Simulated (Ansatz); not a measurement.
**TaN: field gradients as cell or settings change**

Aim: follow the field gradients at the nuclei of TaN through further changes. The cell is an entry of the Crystallography Open Database (COD). Its positions were relaxed in an earlier run. Planned: denser k-mesh and wider smearing, since the run found no gap; ions relaxed at fixed cell; functional r2SCAN at the relaxed positions; a check of method with width.

Method: DFT, PBE, plane-wave PAW, default files, scalar-relativistic, as far as a step names no other, in Ansatz 0.2.0.

## Step 1: The structure to begin with

Symmetry: P-6m2, No. 187, hexagonal system. Conventional cell: a = 2.938 Å, b = 2.938 Å, c = 2.883 Å, α = 90.00°, β = 90.00°, γ = 120.00°. Ta (site symmetry -6m2) is surrounded by 6 N at 2.23 Å. N (site symmetry -6m2) is surrounded by 6 Ta at 2.23 Å.

Coordinates:

```cif
data_structure
_symmetry_space_group_name_H-M 'P-6m2'
_symmetry_Int_Tables_number 187
_cell_length_a 2.9380
_cell_length_b 2.9380
_cell_length_c 2.8830
_cell_angle_alpha 90.000
_cell_angle_beta 90.000
_cell_angle_gamma 120.000
_cell_volume 21.55
loop_
_atom_site_label
_atom_site_type_symbol
_atom_site_symmetry_multiplicity
_atom_site_Wyckoff_symbol
_atom_site_fract_x
_atom_site_fract_y
_atom_site_fract_z
_atom_site_occupancy
Ta1 Ta 1 b 0.00000 0.00000 0.50000 1
N1 N 1 e 0.66667 0.33333 0.00000 1
```

The earlier run gave: no gap over 0.1 eV on the mesh, largest force 0.000 eV/Å, pressure 4.7 GPa.

The printed gradients, by site:

| site | atoms | first shell | V_zz (10²¹ V/m²) | η | C_Q (MHz) |
| --- | --- | --- | --- | --- | --- |
| Ta | 1 | 6 N at 2.23 Å | 5.30 | 0.00 | 406 (¹⁸¹Ta) |
| N | 2 | 6 Ta at 2.23 Å | 0.11 | 0.00 | 0.052 (¹⁴N) |

V_zz is the principal component of the electric field gradient with the largest magnitude, η = (V_xx − V_yy)/V_zz and C_Q = eQV_zz/h. Q values from Pyykkö, Mol. Phys. 116, 1328 (2018).

## Step 2: Denser k-mesh and wider smearing, since the run found no gap

input.yaml

```yaml
crystal:
  lattice:
    - [2.9379988584, 0.0, 0.0]
    - [-1.4689994292, 2.5443816477, 0.0]
    - [0.0, 0.0, 2.883]
  atoms:
    - { symbol: Ta, position: [0.3333333333, 0.6666666667, 0.5], spin: 2.0 }
    - { symbol: "N", position: [0.0, 0.0, 0.0] }
magnetization:
  spin_polarized: true
kpoints:
  mp_grid: { grid: [18, 18, 16] }
scf:
  occupations: { method: fermi_dirac, width: 0.05 }
hamiltonian:
  xc: pbe
  pseudopotentials: { kind: paw }
output:
  forces: true
  stress: true
  populations: true
  efg:
    quadrupole_moments_barn: { Ta: 3.17, "N": 0.02044 }
    contact_densities: true
  write_density: true
  write_potential: true
  elf: true
  volumetric_format: npy
```

On the command line:

```console
> ansatz run input.yaml --threads 1 --pin off --max-ram 3072MiB --backend cpu --events-out ev --progress --plain --runs-dir out
```

Log:

```text
Warning: RAYON_NUM_THREADS=1 ignored (pool sized by the plan → 1); use --threads N
Ta: output.efg is read without spin–orbit coupling, which moves field gradients at and beside such atoms by some per cent and up to a factor of two; PAW files take it under magnetization.noncollinear and magnetization.spin_orbit
Engine: ansatz 0.2.0, x86_64-unknown-linux-gnu
Pseudopotentials: kind: paw
Pseudopotential: Ta, paw, valence charge 13, recommended cutoff 420 eV (normal), Ta.paw.azcp
Pseudopotential: N, paw, valence charge 5, recommended cutoff 420 eV (normal), N.paw.azcp
Functional definition: PBE
  parameter kappa = 0.804
  parameter beta = 0.06672455060314922
  exchange = pbe_x(kappa = kappa, mu = beta*pi^2/3)
  correlation = pbe_c(beta = beta)
Crystal: 2 atoms, lattice volume = 21.552 Å³
Basis set: ecut = 420 eV, 405 PW (Γ), exchange–correlation on 40×40×40 points (8 copies of the dense FFT grid, shifted against one another)
Bands: 14, of which v1, the nominal top of the filled ones, is band 9 counted from 1 (8 counted from 0)
Symmetry: 12 space group operations
Space group: P-6m2 (ITA 187), of the structure as read, at distance tolerance 2.8e-5 Å
Magnetic group: BNS 187.209 (UNI 1439), of the structure as read, at distance tolerance 2.8e-5 Å
k-points: 333 of 5184 (time reversal used)
Non-local potential: Ta, projectors of the file, l = 0: 3, l = 1: 2, l = 2: 2, l = 3: 1
Non-local potential: N, projectors of the file, l = 0: 2, l = 1: 2, l = 2: 1
PAW form: soft (Blöchl's): semilocal exchange-correlation on the pseudo side does not see the compensation charge
PAW one-centre angular grid: Ta, 590 points (default); XC on 64 Gauss nodes
PAW one-centre angular grid: N, 110 points (default); XC on 64 Gauss nodes
Initial density: superposition of atomic densities (chi_scale 0.1, normalization cell, long waves kept (reshape's long-wave potential 0.00 eV rms))
Starting moments: Σ|m| = 2 μB on 1 of 2 sites
Initial wavefunctions: pseudopotential atomic-orbital guess
Functional: x = pbe(κ = 0.804, μ = 0.2195149727645171), c = pbe(β = 0.06672455060314922)
iter 1 solved again at ethr=2.59e-3 eV; its pass at ethr=3.10e-3 eV (dr2=4.67e-1 eV) is discarded
SCF iter   1: F=—  HF=-10318.709852 eV  |F-HF|=—  |Δ(HF+E_count)|=         —  Δρ=6.81e-2 (↑6.81e-2 ↓5.89e-2)  dr2=4.69e-1  dr2_m=6.52e-1  M=0.013 μB ∫|m|=0.144 μB  β_m=0.30  ethr=2.59e-3  ⟨swp⟩=1.0  Hψ=61150  notcnv=0
Mixer restart at iter 1: flushing history
preconditioner: auto → none  [metal: Δε(μ)=0.047 eV  Ē_g=12.275 eV  σ=0.050 eV  W_gap=0.23  n_scr=8 (ndim 8)  ℏωp=25.3 eV  f_vac=0.000  D(μ)=0.08/eV (n_scr^D=0)  sad-step TF]
SCF iter   2: F=—  HF=-10318.548176 eV  |F-HF|=—  |Δ(HF+E_count)|=   1.62e-1  Δρ=4.75e-2 (↑4.75e-2 ↓4.20e-2)  dr2=1.97e-1  dr2_m=3.20e-1  M=0.010 μB ∫|m|=0.112 μB  β_m=0.62  ethr=2.59e-3  ⟨swp⟩=1.9  Hψ=11128  notcnv=0
SCF iter   3: F=—  HF=-10318.548118 eV  |F-HF|=—  |Δ(HF+E_count)|=   5.78e-5  Δρ=1.30e-2 (↑1.30e-2 ↓8.64e-3)  dr2=1.03e-1  dr2_m=3.08e-3  M=0.001 μB ∫|m|=0.032 μB  β_m=0.51  ethr=1.09e-3  ⟨swp⟩=2.2  Hψ=16871  notcnv=0  defer=281
SCF iter   4: F=—  HF=-10318.523230 eV  |F-HF|=—  |Δ(HF+E_count)|=   2.49e-2  Δρ=2.74e-3 (↑2.20e-3 ↓2.74e-3)  dr2=1.24e-3  dr2_m=6.72e-4  M=0.000 μB ∫|m|=0.017 μB  β_m=0.72  ethr=5.73e-4  ⟨swp⟩=2.0  Hψ=16100  notcnv=0  defer=549
SCF iter   5: F=—  HF=-10318.525298 eV  |F-HF|=—  |Δ(HF+E_count)|=   2.07e-3  Δρ=7.24e-4 (↑3.21e-4 ↓7.24e-4)  dr2=4.69e-5  dr2_m=4.91e-5  M=0.000 μB ∫|m|=0.005 μB  β_m=0.82  ethr=6.90e-6  ⟨swp⟩=2.2  Hψ=15921  notcnv=0  defer=531
SCF iter   6: F=—  HF=-10318.525342 eV  |F-HF|=—  |Δ(HF+E_count)|=   4.39e-5  Δρ=1.76e-4 (↑1.76e-4 ↓1.51e-4)  dr2=1.43e-6  dr2_m=4.96e-6  M=0.000 μB ∫|m|=0.002 μB  β_m=0.88  ethr=2.61e-7  ⟨swp⟩=2.3  Hψ=13296  notcnv=0  defer=531
SCF iter   7: F=—  HF=-10318.525345 eV  |F-HF|=—  |Δ(HF+E_count)|=   3.06e-6  Δρ=5.86e-5 (↑5.86e-5 ↓2.70e-5)  dr2=8.22e-7  dr2_m=2.66e-7  M=0.000 μB ∫|m|=0.000 μB  β_m=0.89  ethr=7.96e-9  ⟨swp⟩=2.0  Hψ=15342  notcnv=0  defer=531
SCF iter   8: F=—  HF=-10318.525345 eV  |F-HF|=—  |Δ(HF+E_count)|=   1.24e-7  Δρ=3.97e-6 (↑3.97e-6 ↓2.92e-6)  dr2=6.29e-9  dr2_m=5.35e-10  M=-0.000 μB ∫|m|=0.000 μB  β_m=0.89  ethr=4.57e-9  ⟨swp⟩=2.3  Hψ=14467  notcnv=0  defer=531
SCF iter   9: F=—  HF=-10318.525345 eV  |F-HF|=—  |Δ(HF+E_count)|=   4.08e-9  Δρ=6.01e-7 (↑6.01e-7 ↓5.80e-7)  dr2=1.77e-10  dr2_m=3.13e-11  M=-0.000 μB ∫|m|=0.000 μB  β_m=0.93  ethr=3.49e-11  ⟨swp⟩=2.0  Hψ=12789  notcnv=0  defer=531
SCF iter  10: F=-10318.525345 eV  HF=-10318.525345 eV  |F-HF|=7.28e-12  |Δ(HF+E_count)|=  1.66e-10  Δρ=8.71e-8 (↑8.71e-8 ↓6.31e-8)  dr2=3.66e-13  dr2_m=1.03e-12  M=-0.000 μB ∫|m|=0.000 μB  ethr=1.00e-12  ⟨swp⟩=7.6  Hψ=48267  notcnv=0
SCF 1 converged in 10 iterations: F = -10318.525345 eV  dr2 = 3.66e-13
WARN: the starting moments were not kept: the SCF closed with an absolute magnetisation of 7.7e-7 μB, where they sum to 2 μB in size (1 site). That is at most 0.1 of that sum. Measured as dr2_m measures the in/out step, that magnetisation stands 1.5e-13 eV from none, at or under the dr2_threshold of 1.0e-7 eV: it is no larger than a step whose dr2_m would equal this threshold. The system may hold no moment; this SCF shows only that its start led to no more than that. To try another start: raise the starting moments (crystal.atoms[].spin, magnetization.per_species, magnetization.initial_magnetization, or on a non-collinear deck that types none of these the spinor_matrix: blocks that start its atoms; where the total moment is fixed, keep their sum and leave initial_magnetization as it is; typed ones take the place of any that the run laid by itself, positive ones on a crystal's lanthanoids without a Hubbard term where scf.initial_density.shell_occupations: [] is typed) or, if the notice of its spin-set hold's release reads "site moments contracting" or "site moments show no strong build", lengthen the hold (scf.mixing.spin_hold: { on: { confirm: 4 } }; for m-r²SCAN on two components see the key's manual first). Each may lead to a state that holds a moment. A second SCF, from the converged charge density, with the starting moments and any scf.initial_density.shell_occupations laid on it anew, would have followed, and was not run: the deck does not ask for one (magnetization.retry_lost_moments is false, the default). To let it run, set magnetization.retry_lost_moments: true and run the deck again, where that key's refused combinations let it; where memory then withholds it, that run's warning says so.
SCF converged after 10 iterations
Magnetization: -0.0000 μB (9.0000 up, 9.0000 down)
Absolute magnetization: 0.0000 μB (∫|ρ↑−ρ↓|, with the PAW one-centre terms)
Spin contamination: 0.0000 ħ² per cell (⟨S²⟩ above its minimum at these occupations)
Per-site moments (μB) at R_I (Å): [(8.810746671256917e-8, 0.918236613984551), (-1.620308387022887e-7, 0.918236613984551)]
Free energy (F): -10318.525345 eV
Harris-Foulkes:  -10318.525345 eV  (|F-HF|=7.28e-12)
Internal energy: -10318.524871 eV  (E = F + TS)
E sigma→0 (E₀):  -10318.525108 eV
Entropy (-TS):   -0.000474 eV (-0.237 meV/atom)
Fermi energy:    20.234182 eV
--- Per-component energies (eV) ---
  E_band       = -52.009667
  E_kinetic    = 499.832567
  E_local      = -603.131698  (includes V_loc(G=0)·N_el)
  E_nonlocal   = 59.778210
  E_hartree    = 203.437251
  E_xc         = -280.131112
  E_vxc        = -282.611099  (∫ρ·V_xc dr)
  E_paw        = -8524.286716  (= ΣΔE_a)
  E_vpaw       = -132.752355  (= ΣTr[D̂ρ^β])
  E_aug_tail   = 0.000201  (compensation charges beyond the density's cutoff)
  E_ewald      = -1674.023574
  E_smearing   = -0.000474  (= −TS)
  E_closure    = 0.000000  (closes the sum)
  Σ components = -10318.525345   (vs F -10318.525345, Δ=0.00e0)
--- Forces (eV/Å), atoms counted from 1 ---
  atom   1  Ta     0.00000000     0.00000000     0.00000000
  atom   2  N     -0.00000000     0.00000000     0.00000000
  max |Σ_I F_I| component: 2.59e-16 eV/Å
--- Stress (GPa, compression-positive) ---
        4.300612      -0.000000       0.000000
       -0.000000       4.300612       0.000000
        0.000000       0.000000       5.462226
  P = ⅓ Tr σ = 4.6878 GPa (46.878 kbar)
--- PAW observables at the nuclei: V_zz in 10²¹ V/m², potentials from the cell's mean, atoms counted from 1 ---
  atom   1  Ta V_zz =    +5.217377   η = 0.0000   by run symmetry: allowed   C_q = +399.9133 MHz
            electrostatic potential = -14501.132862 V   contact ρ = 8154446.481568 e/Å³   contact ρ_s (e/Å³): all electrons -0.000007, valence -0.000006
  atom   2  N  V_zz =    +0.099294   η = 0.0000   by run symmetry: allowed   C_q = +0.0491 MHz
            electrostatic potential = -529.447917 V   contact ρ = 1414.064349 e/Å³   contact ρ_s (e/Å³): all electrons -0.000002, valence -0.000002
--- Band table (eV; the first three rows and the last of 666) ---
  k-point 0 ↑: bands = ["-48.2012", "-14.5474", "-14.2875", "-14.2875", "2.4822", "15.6723", "15.6723", "16.0416", "17.3050", "22.4412", "23.8201", "23.8201", "24.2612", "24.2612"]
  k-point 1 ↑: bands = ["-48.1993", "-14.5854", "-14.2845", "-14.2845", "2.5631", "15.7047", "15.7047", "15.7097", "17.5828", "22.5882", "23.2216", "23.2216", "24.7172", "24.7172"]
  k-point 2 ↑: bands = ["-48.1938", "-14.6924", "-14.2758", "-14.2758", "2.7972", "15.0017", "15.7977", "15.7977", "18.1788", "22.4229", "22.4229", "22.9856", "25.0843", "25.0843"]
  k-point 332 ↓: bands = ["-48.0670", "-15.1756", "-14.9025", "-14.8340", "4.5029", "12.0279", "13.6827", "16.3362", "19.8727", "24.7038", "25.2893", "26.9571", "27.8007", "29.5950"]
--- Löwdin populations: 2 sites ---
  site symbol       q [e]    m [muB]
     0     Ta     12.2279     0.0000
     1      N      5.6845    -0.0000
  spilling = 0.004869 (of n_electrons = 18.000000)
```

Run time: 30 s. Hardware: 1 thread of Intel Xeon 6975P-C (Granite Rapids), shared host; peak memory 0.58 GiB.

State: no gap over 0.1 eV on the mesh, largest force 0.000 eV/Å, pressure 4.7 GPa.

Against step 1 (V_zz in 10²¹ V/m²):

```csv
site,atoms,"V_zz, PBE","V_zz, denser mesh","η, PBE","η, denser mesh"
Ta,1,5.30,5.22,0.00,0.00
N,2,0.11,0.099,0.00,0.00
```

The sizes of the gradients above 0.15 moved by 1.5 % at Ta (5.296 to 5.217).

Density in a lattice plane of the grid's cell (edges 2.94 and 2.88 Å, at 0.667 of the third edge), which holds Ta.

Values in e/Å³, 12 rows by 12 columns:
```
0.42 0.35 0.33 0.36 0.38 0.36 0.33 0.35 0.42 0.50 0.54 0.50
0.37 0.38 0.51 0.75 0.90 0.75 0.51 0.38 0.37 0.42 0.44 0.42
0.37 0.58 1.21 2.05 2.49 2.05 1.22 0.58 0.37 0.35 0.35 0.35
0.44 1.14 2.57 3.89 4.39 3.90 2.58 1.15 0.44 0.32 0.30 0.32
0.60 1.89 3.69 4.37 4.10 4.37 3.70 1.90 0.61 0.34 0.30 0.34
0.69 2.22 4.03 4.12 3.28 4.12 4.04 2.23 0.70 0.36 0.30 0.36
0.60 1.89 3.69 4.37 4.10 4.37 3.70 1.90 0.61 0.34 0.30 0.34
0.44 1.14 2.57 3.89 4.39 3.90 2.58 1.15 0.44 0.32 0.30 0.32
0.37 0.58 1.21 2.05 2.49 2.05 1.22 0.58 0.37 0.35 0.35 0.35
0.37 0.38 0.51 0.75 0.90 0.75 0.51 0.38 0.37 0.42 0.44 0.42
0.42 0.35 0.33 0.36 0.38 0.36 0.33 0.35 0.42 0.50 0.54 0.50
0.44 0.35 0.30 0.29 0.29 0.29 0.30 0.35 0.44 0.55 0.60 0.55
```
Columns run along the first of these edges and rows up along the second, over one cell in 12 and 12 even steps from the bottom left corner. Atoms in the plane (fractional): Ta at (0.33, 0.50).

ELF in the same plane.

Ten even steps from ' ' (0.02) to '@' (0.74):
```
##**++----::::------::::----++**##%%%%%%@@%%%%%%
**++--::::::::::--::::::::::--++**##%%%%%%%%%%##
++--::::::::----==----::::::::--++**##########**
--::....::==++**##**++==::....::--==++******++==
::..::--++##%%@@@@@@%%##++--::..::--====++====--
..::--++##%%@@@@@@@@@@%%##++--::..::--======--::
::--++##%%@@@@%%%%%%@@@@%%##++--::::::------::::
::++##@@@@%%**++==++**%%@@@@##++::::::------::::
--**%%@@%%##==::..::==##%%@@%%**----::------::--
--**%%@@%%**--..  ..--**%%@@%%**----::------::--
--**%%@@%%##==::..::==##%%@@%%**----::------::--
::++##@@@@%%**++==++**%%@@@@##++::::::------::::
::--++##%%@@@@%%%%%%@@@@%%##++--::::::------::::
..::--++##%%@@@@@@@@@@%%##++--::..::--======--::
::..::--++##%%@@@@@@%%##++--::..::--====++====--
--::....::==++**##**++==::....::--==++******++==
++--::::::::----==----::::::::--++**##########**
**++--::::::::::--::::::::::--++**##%%%%%%%%%%##
##**++----::::------::::----++**##%%%%%%@@%%%%%%
##**++==------------------==++**##%%%%@@@@@@%%%%
```
Columns run along the first of these edges and rows up along the second, over one cell in 24 and 20 even steps from the bottom left corner. Atoms in the plane (fractional): Ta at (0.33, 0.50).

Both are smooth fields of the valence electrons: close to the nuclei they are not physical.

Outside the cores ELF peaks at 0.83 in the shell around N, 0.7 Å from N; 0.81 between the atoms, 1.7 Å from Ta.

[end of part 1 of 2]
